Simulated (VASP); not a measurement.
# KTaO₃, relaxation of the cell: which settings are enough?

KTaO₃, Pm-3m (no. 221), 5 atoms in the cell. R2SCAN; PAW potentials Ta_pv, K_sv, O (PBE set). VASP 6.6.1. The cell is changed on purpose: volume scaled by 1.1.

Wanted: cell volume within 0.05 %; lattice lengths within 0.03 %; shortest distances from each atom, periodic images included within 0.002 Å.

What the run is for: cell; Accuracy asked: tight.

The series start from Plane-wave cutoff (eV): 600; k-point mesh: 5 × 5 × 5; Relaxation passes: 2; Ionic threshold (EDIFFG): -0.005; Electronic threshold (eV): 1e-6; Precision mode (PREC): Accurate; Relaxation algorithm: IBRION=2 POTIM=0.5. Each series keeps the choices made before it, and each single choice may use up half of a tolerance. Times cover all steps of a run.

## Plane-wave cutoff (eV)

| Plane-wave cutoff (eV) | Cell volume (Å³) | Lattice lengths, largest deviation against the largest value | Shortest distances from each atom, periodic images included, largest deviation (Å) | Time (s) |
|---|---|---|---|---|
| 400 | 62.62 | 0.63 % | 0.0178 | 139 |
| 460 | 63.62 | 0.1 % | 0.0029 | 157 |
| 520 | 63.8 | 0.01 % | 0.0003 | 169 |
| 600 | 63.73 | 0.044 % | 0.0012 | 165 |
| 700 | 63.77 | 0.024 % | 0.0007 | 206 |
| 840 (reference) | 63.82 | 0 % | 0.0000 | 264 |

Chosen: 840; the next looser run is off by more than half of the tolerance, so convergence isn't shown beyond this value.

## k-point mesh

| k-point mesh | Cell volume (Å³) | Lattice lengths, largest deviation against the largest value | Shortest distances from each atom, periodic images included, largest deviation (Å) | Time (s) |
|---|---|---|---|---|
| 3 × 3 × 3 | 63.89 | 0.041 % | 0.0011 | 117 |
| 4 × 4 × 4 | 63.83 | 0.0055 % | 0.0002 | 209 |
| 5 × 5 × 5 | 63.82 | 0.00075 % | 0.0000 | 264 |
| 6 × 6 × 6 | 63.8 | 0.0093 % | 0.0003 | 380 |
| 7 × 7 × 7 (reference) | 63.82 | 0 % | 0.0000 | 338 |

Chosen: 7 × 7 × 7; the next looser run is off by more than half of the tolerance, so convergence isn't shown beyond this value.

## Relaxation passes

| Relaxation passes | Cell volume (Å³) | Lattice lengths, largest deviation against the largest value | Shortest distances from each atom, periodic images included, largest deviation (Å) | Time (s) |
|---|---|---|---|---|
| 1 | 63.85 | 0.019 % | 0.0006 | 248 |
| 2 | 63.82 | 0 % | 0.0000 | 338 |
| 3 (reference) | 63.82 | 0 % | 0.0000 | 464 |

Chosen: 2, the loosest value from which every tighter one stays within half of the tolerance.

## Ionic threshold (EDIFFG)

| Ionic threshold (EDIFFG) | Cell volume (Å³) | Lattice lengths, largest deviation against the largest value | Shortest distances from each atom, periodic images included, largest deviation (Å) | Time (s) |
|---|---|---|---|---|
| -0.05 | 63.98 | 0.086 % | 0.0024 | 317 |
| -0.02 | 63.85 | 0.017 % | 0.0005 | 290 |
| -0.01 | 63.82 | 0.002 % | 0.0001 | 345 |
| -0.005 | 63.82 | 0.002 % | 0.0001 | 338 |
| -0.002 (reference) | 63.82 | 0 % | 0.0000 | 498 |

Chosen: -0.01.

## Electronic threshold (eV)

| Electronic threshold (eV) | Cell volume (Å³) | Lattice lengths, largest deviation against the largest value | Shortest distances from each atom, periodic images included, largest deviation (Å) | Time (s) |
|---|---|---|---|---|
| 0.0001 | 63.8 | 0.027 % | 0.0008 | 217 |
| 1e-5 | 63.81 | 0.022 % | 0.0006 | 266 |
| 1e-6 | 63.82 | 0.02 % | 0.0006 | 345 |
| 1e-7 (reference) | 63.85 | 0 % | 0.0000 | 371 |

Chosen: 1e-7; the next looser run is off by more than half of the tolerance, so convergence isn't shown beyond this value.

## Precision mode (PREC)

| Precision mode (PREC) | Cell volume (Å³) | Lattice lengths, largest deviation against the largest value | Shortest distances from each atom, periodic images included, largest deviation (Å) | Time (s) |
|---|---|---|---|---|
| Normal | 63.85 | 0.0005 % | 0.0000 | 193 |
| Accurate (reference) | 63.85 | 0 % | 0.0000 | 371 |

Chosen: Normal.

## Relaxation algorithm

| Relaxation algorithm | Cell volume (Å³) | Lattice lengths, largest deviation against the largest value | Shortest distances from each atom, periodic images included, largest deviation (Å) | Time (s) |
|---|---|---|---|---|
| IBRION=2 POTIM=0.5 | 63.85 | 0 % | 0.0000 | 193 |
| IBRION=2 POTIM=0.2 | 63.85 | 0.00075 % | 0.0000 | 159 |
| IBRION=1 POTIM=0.5 | 63.83 | 0.012 % | 0.0003 | 213 |
| IBRION=1 POTIM=0.2 | 63.83 | 0.01 % | 0.0003 | 166 |

Chosen: IBRION=2 POTIM=0.5; no other choice that stays within half of the tolerance saves 30 % of the time.

## All choices together

| Input | Cell volume (Å³) | Lattice lengths, largest deviation against the largest value | Shortest distances from each atom, periodic images included, largest deviation (Å) | Time (s) |
|---|---|---|---|---|
| the program's defaults (naive) | 62.64 | 0.62 % | 0.0176 | 17 |
| chosen settings | 63.83 | 0.0063 % | 0.0002 | 225 |
| reference settings throughout | 63.82 | 0 % | 0.0000 | 572 |

The chosen settings stay within the tolerance of the reference run, but the reference itself isn't shown to be converged in: Plane-wave cutoff (eV), k-point mesh, Electronic threshold (eV).

Values of the reference run: Lattice lengths: 3.996, 3.996, 3.996 Å.

1 cheaper combination failed this check first and made the worst setting one step tighter.

## The input

INCAR.step1:
```
SYSTEM = KTaO3
METAGGA = R2SCAN ; ISMEAR = 0
SIGMA = 0.03 ; LWAVE = .False.
LCHARG = .False. ; NSW = 80
PREC = Normal ; LASPH = .True.
LREAL = .False. ; ALGO = Normal
EDIFF = 1E-7 ; NELM = 120
GGA_COMPAT = .False. ; IBRION = 2
ISIF = 3 ; EDIFFG = -0.005
NELMIN = 4 ; ENCUT = 840
EFERMI = MIDGAP ; LMIXTAU = .True.
KPAR = 8 ; POTIM = 0.5
```

INCAR.step3, as INCAR.step1 but for:
```
- NSW = 80
- IBRION = 2
- ISIF = 3
- EDIFFG = -0.005
- NELMIN = 4
- POTIM = 0.5
+ ISIF = 2
```

KPOINTS:
```
Automatic mesh
0
Gamma
  7 7 7
  0 0 0
```

POSCAR.step1:
```
KTaO3
1.0
    4.1170427845      0.0000000000      0.0000000000
    0.0000000000      4.1170427845      0.0000000000
    0.0000000000      0.0000000000      4.1170427845
Ta K O
1 1 3
Direct
    0.0000000000      0.0000000000      0.0000000000
    0.5000000000      0.5000000000      0.5000000000
    0.0000000000      0.0000000000      0.5000000000
    0.0000000000      0.5000000000      0.0000000000
    0.5000000000      0.0000000000      0.0000000000
```

Commands (each step's output is kept before the next begins):
```
cat potpaw_PBE.64/Ta_pv/POTCAR potpaw_PBE.64/K_sv/POTCAR potpaw_PBE.64/O/POTCAR > POTCAR
cp INCAR.step1 INCAR
cp POSCAR.step1 POSCAR
mpirun -np 8 vasp_std > vasp.out
cp CONTCAR POSCAR
mpirun -np 8 vasp_std > vasp.out
cp CONTCAR POSCAR
cp INCAR.step3 INCAR
mpirun -np 8 vasp_std > vasp.out
```

The chosen input took VASP 6.6.1 225 s on 8 cores (Intel Xeon Platinum 8375C @ 2.90GHz (Ice Lake)), a shared host.

## An input that fails: cell relaxed at a low cutoff

It runs to its end, but against the unchanged starting input it is off by 15 % in the cell volume, 5.1 % in the lattice lengths, 0.1446 Å in the shortest distances from each atom, periodic images included.

Changes against the starting input:
```
(all steps)
- PREC = Accurate
- NELM = 120
- ENCUT = 600
+ PREC = Low
+ NELM = 92
+ ENCUT = 280
```
